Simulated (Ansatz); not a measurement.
**Cold compression of HfC (NiAs type)**

```
Hf C
1.0
     3.26622    0.00000    0.00000
    -1.63311    2.82863    0.00000
     0.00000    0.00000    5.76652
Hf C
2 2
Direct
  0.00000 0.00000 0.00000
  0.00000 0.00000 0.50000
  0.33333 0.66667 0.25000
  0.66667 0.33333 0.75000
```

The cell comes from a relaxation on PAW files under the same functional, begun from a prototype that needn't be the stable phase.

Its volume is scaled, and at each volume shape and atoms are relaxed on PAW files; all methods then take that cell.

Computed with Ansatz 0.2.0; functional PBE, scalar-relativistic. Settings: a Γ-centred 10×10×6 k mesh, Fermi–Dirac smearing of 0.05 eV, no spin polarisation. Methods: LAPW: all electrons, basis error target 1 meV/atom; PAW: frozen-core files, cutoff 420 eV; crystal datasets: all electrons, by PAW datasets that the program makes for each cell; norm-conserving: pseudopotentials, cutoff 1143 eV.

Energies are extrapolated to zero smearing and count from the unscaled cell; pressure is positive in compression; gaps take the mesh and a band path. No temperature or zero-point motion is included.

Spin–orbit coupling is left out, which matters for the heavy atoms.

| V/V0 | V (Å³/atom) | P LAPW (GPa) | ΔE LAPW (eV/atom) | P PAW − LAPW (GPa) | ΔE PAW − LAPW (meV/atom) | space group | shortest distance (Å) |
| --- | --- | --- | --- | --- | --- | --- | --- |
| 1.00 | 13.32 | 0.07 | 0.000 | -0.07 | 0.0 | P6_3/mmc | 2.374 |
| 0.94 | 12.52 | 14.62 | 0.035 | -0.07 | -0.3 | P6_3/mmc | 2.326 |
| 0.88 | 11.72 | 34.2 | 0.154 | -0.07 | -0.6 | P6_3/mmc | 2.276 |
| 0.80 | 10.66 | 71.4 | 0.497 | -0.09 | -1.0 | P6_3/mmc | 2.205 |
| 0.72 | 9.59 | 127.6 | 1.146 | -0.17 | -1.8 | P6_3/mmc | 2.130 |
| 0.64 | 8.52 | ? | ? | ? | ? | ? | ? |
| 0.55 | 7.33 | 371.3 | 4.392 | -0.62 | -6.8 | P6_3/mmc | 1.952 |

Problem. Fit the Vinet equation to the LAPW pressures shown (residuals weighted by 1/(|P| + 0.03·Pmax)), and predict the pressure of the withheld row.

Solution. The fit gives V0 = 13.32 Å³/atom, B0 = 209 GPa and B0′ = 3.92. At 8.52 Å³/atom, x = (V/V0)^(1/3) = 0.8617, and P = 3·B0·(1 − x)/x²·exp[1.5·(B0′ − 1)·(1 − x)] = 213.5 GPa. The run itself gave 213.1 GPa (+0.2 % off) and ΔE = 2.257 eV/atom.

Problem. At the smallest volume, how far do crystal datasets and norm-conserving lie from LAPW in pressure?

Solution. crystal datasets: 0.00 GPa; norm-conserving: -0.94 GPa, on a LAPW pressure of 371.3 GPa.

Problem. How do the Löwdin populations by LAPW change from the unscaled cell to the last row?

Solution. Hf 5s 1.95 → 1.87, Hf 6s 0.50 → 0.41, Hf 5p 5.98 → 5.89, Hf 5d 2.77 → 3.57, Hf 4f 13.99 → 13.96, C 2s 1.32 → 1.09, C 2p 3.45 → 3.20 electrons an atom. These are projections on the shells that the free atoms fill; 0.09 e a cell lies outside them at the start and 0.07 e at the end.
